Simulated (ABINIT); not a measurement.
# A GW run on LiF (Griceite) in ABINIT, with inputs changed

What do changed inputs do to GW on LiF (Griceite)?

Calculated with ABINIT 10.8.3; PBE and many-body steps on it, plane waves.

Most raw output is cut from this account.

### Step 1. Set-up

It takes space group Fm-3m (No. 225, cubic). The conventional cell has a = 4.028 Å, b = 4.028 Å, c = 4.028 Å, α = 90.00°, β = 90.00°, γ = 90.00°. Nearest to Li lie 6 F at 2.01 Å. Nearest to F lie 6 Li at 2.01 Å. Farther neighbours and most contacts between anions are not listed.

The cell and positions come from the Crystallography Open Database and are kept as given unless a step says otherwise.

### Step 2. Screening, 8×8×8 mesh, 142 bands, screening to 304.8 eV

This step: ABINIT 10.8.3; RPA screening on PBE, plane waves, norm-conserving pseudopotentials.

The RPA dielectric matrix is built and inverted for each q.

run.abi

```
acell 3*1.0 Angstrom
rprim 
  0.000000000000 2.014000000000 2.014000000000
  2.014000000000 0.000000000000 2.014000000000
  2.014000000000 2.014000000000 -0.000000000000
ntypat 2
znucl 3 9
natom 2
typat 1 2
xred 
  0.000000000000 0.000000000000 0.000000000000
  0.500000000000 0.500000000000 0.500000000000
pp_dirpath "pseudos"
pseudos "Li.upf, F.upf"
ecut 36
ngkpt 8 8 8
nshiftk 1
shiftk 0 0 0
kptopt 1
chksymbreak 0
istwfk *1
occopt 1
irdwfk 1
optdriver 3
nband 142
ecuteps 11.2
inclvkb 2
awtr 1
symchi 1
indata_prefix "in"
outdata_prefix "out"
tmpdata_prefix "tmp"
```

On the command line:

```console
> OMP_NUM_THREADS=1 mpirun -n 4 abinit run.abi > log
```

Run time: 5.9 min. Hardware: 4 MPI ranks of Arm Neoverse V1, shared host; peak memory 1.6 GiB; 23 min of CPU time.

Numbers from this step:

| Quantity | Value |
| --- | --- |
| ε∞ with local fields, on this mesh, along the program's q direction | 1.965 |
| the same without local fields | 2.079 |
| plasma frequency | 29.05 eV |
| plane waves in the screening matrix | 181 |

Local fields lower ε∞ by 5 %.

### Step 3. Base

The self-energy is evaluated for the states that the input lists, and the levels follow from it, in one-shot runs by the linearised quasiparticle equation.

This step: G0W0 on PBE, plane waves, norm-conserving pseudopotentials.

Edit run.abi of step 2 so:

```diff
@@ -23,8 +23,15 @@
 irdwfk 1
-optdriver 3
+optdriver 4
 nband 142
+gwcalctyp 0
+ecutsigx 36
+symsigma 1
+nkptgw 1
+kptgw 
+  0.0000000000 0.0000000000 0.0000000000
+bdgw 
+  3 9
 ecuteps 11.2
-inclvkb 2
-awtr 1
-symchi 1
+irdscr 1
+ppmodel 1
 indata_prefix "in"
```

Run time: 15 s. Hardware: 4 MPI ranks; peak memory 1.4 GiB; 59 s of CPU time.

Numbers from this step:

```
G0W0 gap on the points computed              : 13.44 eV
starting gap on the mesh                     : 9.115 eV
k of the valence top                         : 0, 0, 0
k of the conduction bottom                   : 0, 0, 0
Z at the valence top                         : 0.826
Z at the conduction bottom                   : 0.891
least direct G0W0 gap on the computed points : 13.44 eV
```

The gap on the mesh goes from 9.11 eV to 13.44 eV, a correction of +4.33 eV.

### Step 4. Coulomb singularity

Edit run.abi of step 3 so:

```diff
@@ -36,2 +36,3 @@
 ppmodel 1
+gw_icutcoul 7
 indata_prefix "in"
```

It took 15 s on 4 MPI ranks; peak memory 1.4 GiB; 59 s of CPU time.

This step gave:

| Quantity | Value |
| --- | --- |
| G0W0 gap on the points computed | 13.44 eV |
| starting gap on the mesh | 9.115 eV |
| k of the valence top | 0, 0, 0 |
| k of the conduction bottom | 0, 0, 0 |
| Z at the valence top | 0.826 |
| Z at the conduction bottom | 0.891 |
| least direct G0W0 gap on the computed points | 13.44 eV |

Against G0W0 in ABINIT (8×8×8 mesh, 142 bands, screening to 304.8 eV, Godby-Needs plasmon pole), the gap moves by −0.003 eV.

### Step 5. Side by side

Times are wall times on 4 MPI ranks of Arm Neoverse V1, shared host, good to a factor of about two. A run's time includes the screening step that it read.

```csv
run,mesh,bands,screening cutoff (eV),DFT gap (eV),gap on the mesh (eV),direct (eV),ε∞ used,time
base,8×8×8,142,304.8,9.115,13.442,13.442,1.97,6.1 min
Coulomb singularity,8×8×8,142,304.8,9.115,13.439,13.439,1.97,6.1 min
```

### Step 6. Summary of results

| Quantity | Value |
| --- | --- |
| base | 13.442 eV |
| Coulomb singularity | 13.439 eV |
| known limits | not at the basis limit |

Coulomb singularity: −0.003 eV against base (keys changed: gw_icutcoul). Bands and cutoff are finite, so the gap is not at the basis limit. The miss can reach some tenths of an eV and take either sign; the mesh is an error of its own. In the G0W0 runs levels were corrected at 1 k point alone, so a gap called «on the mesh» is the least over those, and an edge elsewhere would be missed.

[Paths, hosts, dates, memory and timing lines, banners, echoed tables and standing remarks are left out of the program output.]

[Logs are printed without paths, hosts, clocks, repeated set-up lines and the standing remarks that a program may print on its own settings, such as how far it seeks lower states.]

[Runs of the session that timed out or met a known fault of the program may be left out.]

[Hosts, paths, dates, database ids (printed as entryN), source tags and the programs' standing remarks are cut or masked in the printed files.]

[G0W0 gaps are taken among the corrected bands and points alone; a level outside them can change the order at an edge.]

[Where Ansatz stands beside ABINIT at settings called matched, ABINIT's density can come from a denser mesh and the files from another edition; pairs whose starting gaps differed by over 0.03 eV were left out, so agreement reads better than it is.]
